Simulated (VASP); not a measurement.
# C (Fd-3m) in VASP: a series of runs

The runs below take C through single point, with LDA.

Program: VASP 6.6.1. These are calculated values, not measurements. Logs are shortened: lines on timing, memory, paths and dates and some standing lists are left out, and cuts for length are marked.

## Step 1: The undisturbed crystal

It takes space group Fd-3m (No. 227, cubic). Conventional cell: a = 3.567 Å, b = 3.567 Å, c = 3.567 Å, α = 90.00°, β = 90.00°, γ = 90.00°. Around C (site symmetry -43m) lie 4 C at 1.54 Å.

This isn't the form of C at room conditions, which is graphite.

## Step 2: Single point, LDA (grid = ENCUT=400 dk=1.6 cell=3x3x3 ISMEAR=0 SIGMA=0.05 LREAL=Auto EDIFF=1e-06)

INCAR

```
PREC = Accurate
ENCUT = 400
EDIFF = 1E-6
ISMEAR = 0
SIGMA = 0.05
LREAL = Auto
LASPH = T
NELM = 120
ALGO = Fast
ISIF = 2
LWAVE = F
LCHARG = F
GGA = CA
NBANDS = 126
NCORE = 2
KPAR = 1
```

KPOINTS

```
regular mesh
0
Gamma
  1 1 1
```

POSCAR

```
C
1.0
    0.0000000000      5.3501100000      5.3501100000
    5.3501100000      0.0000000000      5.3501100000
    5.3501100000      5.3501100000      0.0000000000
C
54
Direct
    0.2500000000      0.2500000000      0.2500000000
    0.2500000000      0.2500000000      0.5833333333
    0.2500000000      0.2500000000      0.9166666667
    0.2500000000      0.5833333333      0.2500000000
    0.2500000000      0.5833333333      0.5833333333
    0.2500000000      0.5833333333      0.9166666667
    0.2500000000      0.9166666667      0.2500000000
    0.2500000000      0.9166666667      0.5833333333
    0.2500000000      0.9166666667      0.9166666667
    0.5833333333      0.2500000000      0.2500000000
    0.5833333333      0.2500000000      0.5833333333
    0.5833333333      0.2500000000      0.9166666667
    0.5833333333      0.5833333333      0.2500000000
    0.5833333333      0.5833333333      0.5833333333
    0.5833333333      0.5833333333      0.9166666667
    0.5833333333      0.9166666667      0.2500000000
    0.5833333333      0.9166666667      0.5833333333
    0.5833333333      0.9166666667      0.9166666667
    0.9166666667      0.2500000000      0.2500000000
    0.9166666667      0.2500000000      0.5833333333
    0.9166666667      0.2500000000      0.9166666667
    0.9166666667      0.5833333333      0.2500000000
    0.9166666667      0.5833333333      0.5833333333
    0.9166666667      0.5833333333      0.9166666667
    0.9166666667      0.9166666667      0.2500000000
    0.9166666667      0.9166666667      0.5833333333
    0.9166666667      0.9166666667      0.9166666667
    0.1666666667      0.1666666667      0.1666666667
    0.1666666667      0.1666666667      0.5000000000
    0.1666666667      0.1666666667      0.8333333333
    0.1666666667      0.5000000000      0.1666666667
    0.1666666667      0.5000000000      0.5000000000
    0.1666666667      0.5000000000      0.8333333333
    0.1666666667      0.8333333333      0.1666666667
    0.1666666667      0.8333333333      0.5000000000
    0.1666666667      0.8333333333      0.8333333333
    0.5000000000      0.1666666667      0.1666666667
    0.5000000000      0.1666666667      0.5000000000
    0.5000000000      0.1666666667      0.8333333333
    0.5000000000      0.5000000000      0.1666666667
    0.5000000000      0.5000000000      0.5000000000
    0.5000000000      0.5000000000      0.8333333333
    0.5000000000      0.8333333333      0.1666666667
    0.5000000000      0.8333333333      0.5000000000
    0.5000000000      0.8333333333      0.8333333333
    0.8333333333      0.1666666667      0.1666666667
    0.8333333333      0.1666666667      0.5000000000
    0.8333333333      0.1666666667      0.8333333333
    0.8333333333      0.5000000000      0.1666666667
    0.8333333333      0.5000000000      0.5000000000
    0.8333333333      0.5000000000      0.8333333333
    0.8333333333      0.8333333333      0.1666666667
    0.8333333333      0.8333333333      0.5000000000
    0.8333333333      0.8333333333      0.8333333333
```

Potentials or basis: VASP PAW LDA potentials, release 64 (C).

On the command line:

```console
cat potpaw_LDA.64/C/POTCAR > POTCAR
mpirun -np 4 vasp_std > vasp.out
```

OUTCAR:

```text
PREC = Accurate
   ENCUT = 400
   EDIFF = 1E-6
   ISMEAR = 0
   LREAL = Auto
   LASPH = T
   NELM = 120
   ISIF = 2
   GGA = CA

 Found      1 irreducible k-points:

 Following reciprocal coordinates:
            Coordinates               Weight
  0.000000  0.000000  0.000000      1.000000
   k-points           NKPTS =      1   k-points in BZ     NKDIM =      1   number of bands    NBANDS=    126
   number of dos      NEDOS =    301   number of ions     NIONS =     54
   total plane-waves  NPLWV = 125000
   dimension x,y,z NGX =    50 NGY =   50 NGZ =   50
   dimension x,y,z NGXF=   100 NGYF=  100 NGZF=  100
   ions per type =              54
   NGX,Y,Z   is equivalent  to a cutoff of  10.99, 10.99, 10.99 a.u.
   NGXF,Y,Z  is equivalent  to a cutoff of  21.97, 21.97, 21.97 a.u.
 SYSTEM =  unknown system
   PREC   = accura    normal or accurate (medium, high low for compatibility)
   ISTART =      0    job   : 0-new  1-cont  2-samecut
   ICHARG =      2    charge: 1-file 2-atom 10-const
   ISPIN  =      1    spin polarized calculation?
   LNONCOLLINEAR =      F non collinear calculations
   LSORBIT =      F    spin-orbit coupling
   LASPH  =      T    aspherical Exc in radial PAW
   ENCUT  =  400.0 eV  29.40 Ry    5.42 a.u.  12.34 12.34 12.34*2*pi/ulx,y,z
   NELM   =    120;   NELMIN=  2; NELMDL= -5     # of ELM steps
   EDIFF  = 0.1E-05   stopping-criterion for ELM
   LREAL  =      T    real-space projection
   EDIFFG = 0.1E-04   stopping-criterion for IOM
   NSW    =      0    number of steps for IOM
   IBRION =     -1    ionic relax: 0-MD 1-quasi-New 2-CG
   NFREE  =      0    steps in history (QN), initial steepest desc. (CG)
   ISIF   =      2    stress and relaxation
   ISYM   =      2    0-nonsym 1-usesym 2-fastsym
   POTIM  = 0.5000    time-step for ionic-motion
   TEBEG  =    0.0;   TEEND  =   0.0 temperature during run
   PSTRESS=    0.0 pullay stress
   NELECT =     216.0000    total number of electrons
   NUPDOWN=      -1.0000    fix difference up-down
   EMIN   =  10.00;   EMAX   =-10.00  energy-range for DOS
   EFERMI =   0.00;   METHOD = LEGACY
   ISMEAR =     0;   SIGMA  =   0.05  broadening in eV -4-tet -1-fermi 0-gaus
   EFERMI_NEDOS =   21; number of points for ismear=-14 and -15
   IALGO  =     68    algorithm
   IMIX   =      4    mixing-type and parameters
     AMIX     =   0.40;   BMIX     =  1.00
     AMIX_MAG =   1.60;   BMIX_MAG =  1.00
  volume/ion in A,a.u.               =       5.67        38.28
  Fermi-wavevector in a.u.,A,eV,Ry     =   1.457203  2.753714 28.891161  2.123440
  Thomas-Fermi vector in A             =   2.574032
   LORBIT       =      0    0 simple, 1 ext, 2 COOP (PROOUT), +10 PAW based schemes
   GGA     = CA    functional components
   LHFCALC =     F    Hartree Fock is set to
   AEXX    =    0.0000 exact exchange contribution
   IVDW    =     0    specifies the selected vdW correction
   LEPSILON=     F    determine dielectric tensor
   LRPA    =     F    only Hartree local field effects (RPA)
 non-spin polarized calculation
 RMM-DIIS sequential band-by-band and
 Gauss-broadening in eV      SIGMA  =   0.05
  energy-cutoff  :      400.00
  volume of cell :      306.28
 maximum number of plane-waves:      5601
 NGX is ok and might be reduce to    50
   NGX = 25   NGY = 25   NGZ = 25

 number of electron     216.0000000 magnetization

 Free energy of the ion-electron system (eV)
  ---------------------------------------------------
  ext. energy  EPLUGINS =         0.00000000
  ---------------------------------------------------
  free energy    TOTEN  =      -531.10201255 eV

  energy without entropy =     -531.10201255  energy(sigma->0) =     -531.10201255

 E-fermi :  10.1599     XC(G=0): -13.4750

 val. band max:        9.8486414779   @ k =   0.0000   0.0000   0.0000
 cond. band min:      13.8982596476   @ k =   0.0000   0.0000   0.0000
 fundamental gap:      4.0496181696
 Fermi energy:        10.1598565158

 k-point     1 :       0.0000    0.0000    0.0000
  band No.  band energies     occupation
      1     -11.5436      2.00000
      2      -8.5204      2.00000
      3      -8.5204      2.00000
      4      -8.5204      2.00000
      5      -8.5204      2.00000
      6      -8.5204      2.00000
[... 112 lines left out ...]
    119      16.0528      0.00000
    120      16.0528      0.00000
 [bands above 120 left out]

------------------------ aborting loop because EDIFF is reached ----------------------------------------

  FORCE on cell =-STRESS in cart. coord.  units (eV):
  Direction    XX          YY          ZZ          XY          YZ          ZX
  --------------------------------------------------------------------------------------
  -------------------------------------------------------------------------------------
  Total      -20.7016124    -20.7016124    -20.7016124      0.0000000      0.0000000     -0.0000000
  in kB     -108.2920628   -108.2920628   -108.2920628      0.0000000      0.0000000     -0.0000000
  external PRESSURE =    -108.2920628 kB  Pullay stress =       0.0000000 kB

 VOLUME and BASIS-vectors are now :
 -----------------------------------------------------------------------------
  energy-cutoff  :      400.00
  volume of cell :      306.28
      direct lattice vectors                 reciprocal lattice vectors
     0.000000000  5.350110000  5.350110000    -0.093456022  0.093456022  0.093456022
     5.350110000  0.000000000  5.350110000     0.093456022 -0.093456022  0.093456022
     5.350110000  5.350110000  0.000000000     0.093456022  0.093456022 -0.093456022

 POSITION                                       TOTAL-FORCE (eV/Angst)
 -----------------------------------------------------------------------------------
      2.67505      2.67505      2.67505        -0.000000     -0.000000     -0.000000
      4.45842      4.45842      2.67505        -0.000000     -0.000000     -0.000000
      6.24180      6.24180      2.67505        -0.000000     -0.000000     -0.000000
      4.45842      2.67505      4.45842        -0.000000     -0.000000     -0.000000
      6.24179      4.45842      4.45842        -0.000000     -0.000000     -0.000000
      8.02516      6.24180      4.45842        -0.000000     -0.000000     -0.000000
[... 46 lines left out ...]
      7.13348      7.13348      8.91685         0.000000      0.000000      0.000000
      8.91685      8.91685      8.91685         0.000000      0.000000      0.000000
 -----------------------------------------------------------------------------------
    total drift:                                0.000002      0.000002      0.000003

  FREE ENERGIE OF THE ION-ELECTRON SYSTEM (eV)
  ---------------------------------------------------
  free  energy   TOTEN  =      -531.1020125502 eV

  energy  without entropy=     -531.1020125502  energy(sigma->0) =     -531.10201255
```

Run time: 33 s. Hardware: 4 MPI ranks of Intel Xeon Platinum 8259CL at 2.50GHz (Skylake/Cascade Lake), shared host; peak memory 0.18 GiB.

These settings aren't checked as converged: the numbers below hold their error.

What came out:

* Free energy: -531.1020 eV
* Band gap on the k mesh: 4.05 eV

Caveat: the k mesh is coarse (spacing up to 1.02 Å⁻¹), so the values aren't converged; the cutoff is under 1.25 times the usual one of these potentials, so pressure, stress and relaxed cells hold a basis-set (Pulay) error; an odd mesh through Γ misses points on the zone boundary, where band edges often lie.

## Step 3: Single point, LDA (grid = ENCUT=650 dk=0.35 cell=3x3x3 ISMEAR=0 SIGMA=0.05 LREAL=Auto EDIFF=1e-07)

INCAR

```
SYSTEM = C
  ALGO = Fast
  EDIFF = 1E-7
  ENCUT = 650
  GGA = CA
  ISIF = 2
  ISMEAR = 0
  KPAR = 2
  LASPH = .True.
  LCHARG = .False.
  LREAL = Auto
  LWAVE = .False.
  NBANDS = 126
  NCORE = 1
  NELM = 120
  PREC = Accurate
  SIGMA = 0.05
```

KPOINTS

```
k-points
0
Gamma
  3 3 3
  0 0 0
```

POSCAR is that of step 2.

Potentials or basis: VASP PAW LDA potentials, release 64 (C).

On the command line:

```console
cat potpaw_LDA.64/C/POTCAR > POTCAR
mpirun -np 4 vasp_std > vasp.out
```

Wall time 1.8 min (4 MPI ranks of Intel Xeon Platinum 8488C (Sapphire Rapids), shared host); peak memory 0.35 GiB.

It converged, with:

```yaml
Free_energy: -546.6405 eV
Pressure: -12.6 GPa
Band_gap_on_the_k_mesh: 4.12 eV
```

Levels at points of the mesh, in eV from the valence-band top:
```tsv
k point	band 106	band 107	band 108	band 109	band 110	band 111
(0.00, 0.00, 0.00)	0.00	0.00	0.00	4.12	4.12	4.12
```

Caveat: an odd mesh through Γ misses points on the zone boundary, where band edges often lie.

## Step 4: For comparison

An earlier run on the cell as given: functional PBE; potentials or basis VASP PAW PBE potentials, release 64 (C); cutoff 520 eV; k mesh 13 × 13 × 13; occupations fermi-dirac, width 0.05 eV; no spin polarisation.

* Pressure: 2.5 GPa
* Band gap on the k mesh: 4.14 eV, indirect (least direct gap 5.59 eV)
